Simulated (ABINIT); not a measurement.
Al, 1 atom in the cell. Symmetry: Pm-3m, No. 221, cubic system. The conventional cell has a = 2.722 Å, b = 2.722 Å, c = 2.722 Å, α = 90.00°, β = 90.00°, γ = 90.00°. Al (site symmetry m-3m) is surrounded by 6 Al at 2.72 Å. The cell was built by a generator and needn't be a form met in nature.

```yaml
Program: ABINIT 10.8.3 (patched build)
Task: single point
Functional: PBE
Potentials_or_basis: JTH PAW PBE v2.0
Cutoff: 408 eV
k_mesh: 10 × 10 × 10
Occupations: fermi-dirac, width 0.05 eV
Spin: no spin polarisation
Fine-grid_cutoff: 816.342 eV
```

Potentials or basis: JTH PAW PBE v2.0.

Launch:

```sh
$ abinit run.abi > log 2>&1
```

Hardware: 1 thread of Arm Neoverse V1 (shared host).

Task: How long does it take, and how much memory?

Result: Wall time 2.8 s on 1 thread of Arm Neoverse V1 (shared host), peak memory 0.08 GiB. Counts: scf iterations 7, mpi ranks 1, k points 56, bands 6, plane waves 392.
